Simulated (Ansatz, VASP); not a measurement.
Two plane-wave programs on SiO2 (Cristobalite)

The input INCAR:

```
PREC = Accurate
ENCUT = 600
EDIFF = 1E-7
ISMEAR = -1
SIGMA = 0.05
LREAL = False
LASPH = True
NELM = 60
ALGO = Fast
ISIF = 3
LWAVE = False
LCHARG = False
GGA = RE
IBRION = 2
NSW = 40
EDIFFG = -0.01
```

KPOINTS

```
regular mesh
0
Gamma
  6 6 4
```

Contents of POSCAR:

```
SiO2
1.0
    4.9820000000      0.0000000000      0.0000000000
    0.0000000000      4.9820000000      0.0000000000
    0.0000000000      0.0000000000      6.9630000000
Si O
4 8
Direct
    0.7989700000      0.2010300000      0.7500000000
    0.7010300000      0.7010300000      0.5000000000
    0.2010300000      0.7989700000      0.2500000000
    0.2989700000      0.2989700000      0.0000000000
    0.1034700000      0.2398900000      0.8218700000
    0.2601100000      0.6034700000      0.0718700000
    0.8965300000      0.7601100000      0.3218700000
    0.7398900000      0.3965300000      0.5718700000
    0.6034700000      0.2601100000      0.9281300000
    0.7601100000      0.8965300000      0.6781300000
    0.3965300000      0.7398900000      0.4281300000
    0.2398900000      0.1034700000      0.1781300000
```

Contents of input.yaml:

```yaml
crystal:
  lattice:
    - [4.982, 0.0, 0.0]
    - [0.0, 4.982, 0.0]
    - [0.0, 0.0, 6.963]
  atoms:
    - { symbol: Si, position: [0.79897, 0.20103, 0.75] }
    - { symbol: Si, position: [0.70103, 0.70103, 0.5] }
    - { symbol: Si, position: [0.20103, 0.79897, 0.25] }
    - { symbol: Si, position: [0.29897, 0.29897, 0.0] }
    - { symbol: O, position: [0.10347, 0.23989, 0.82187] }
    - { symbol: O, position: [0.26011, 0.60347, 0.07187] }
    - { symbol: O, position: [0.89653, 0.76011, 0.32187] }
    - { symbol: O, position: [0.73989, 0.39653, 0.57187] }
    - { symbol: O, position: [0.60347, 0.26011, 0.92813] }
    - { symbol: O, position: [0.76011, 0.89653, 0.67813] }
    - { symbol: O, position: [0.39653, 0.73989, 0.42813] }
    - { symbol: O, position: [0.23989, 0.10347, 0.17813] }
hamiltonian:
  xc: revpbe
  pseudopotentials: { kind: paw }
kpoints:
  mp_grid: { grid: [6, 6, 4] }
scf:
  occupations: { method: fermi_dirac, width: 0.05 }
output:
  forces: true
  stress: true
  eigenvalues: true
relax:
  f_tol: 0.01
  max_steps: 40
  cell: { stress_tol: 0.05 }
```

Alike in both runs: task relaxation of cell and atoms; functional revPBE; k mesh 6 × 6 × 4; occupations fermi-dirac, width 0.05 eV; no spin polarisation.

|  | VASP | Ansatz |
| --- | --- | --- |
| version | VASP 6.6.1 | Ansatz 0.2.0 |
| potentials or method | VASP PAW PBE potentials, release 64 (Si, O) | Ansatz PAW |
| plane-wave cutoff (eV) | 600 | 420 |
| valence electrons in the cell | 64 | 64 |

```tsv
	VASP	Ansatz	Ansatz less VASP
gap on the k mesh at the Fermi level, each at its own relaxed structure (eV)	5.63	5.62	-0.013
relaxed volume (Å³/atom)	15.79	15.77	-0.020
relaxed cell length with the largest relative difference (Å)	7.184	7.180	-0.0042
energy change over the relaxation (meV/atom)	-19	-21	-2.0
```

Caveats: the PAW data sets were made with another functional, which shifts forces and pressure a little (VASP); the plane-wave basis is chosen anew once the cell has moved, so the energies of steps on either side of that aren't comparable (Ansatz); the pressure holds a Pulay correction of +0.4 GPa for the finite cutoff (Ansatz); the PAW data sets come from PBE, with cores solved anew for the run's functional, which leaves a small shift of forces and pressure (Ansatz). As with any semilocal functional, this revPBE gap is likely too small. Zero-point motion and thermal expansion aren't in these numbers.
